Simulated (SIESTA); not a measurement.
TePb:

```
Pb Te
1.0
     0.00000    3.23100    3.23100
     3.23100    0.00000    3.23100
     3.23100    3.23100    0.00000
Pb Te
1 1
Direct
  0.00000 0.00000 0.00000
  0.50000 0.50000 0.50000
```

Base run:

- Program: SIESTA 5.4.2
- Functional: PBE
- Potentials or basis: SG15 1.2 (PBE files) or PseudoDojo by element
- Basis: DZP (energy shift 0.003 Ry; two zetas on semicore shells)
- Grid cutoff: 500 Ry
- Energy shift: 0.003 Ry
- k mesh: 7 × 7 × 7
- Occupations: fermi-dirac, width 0.05 eV
- Spin: no spin polarisation

Its results: pressure 2.8 GPa.

The run is repeated on the same cell with these changes: functional from PBE to PBEsol; potentials or basis from SG15 1.2 (PBE files) or PseudoDojo by element to PseudoDojo 0.4 standard (PBEsol files). What comes out?

Pressure 0.1 GPa.

Caveats: the basis of atomic orbitals isn't converged, which shifts pressures, moduli and gaps.
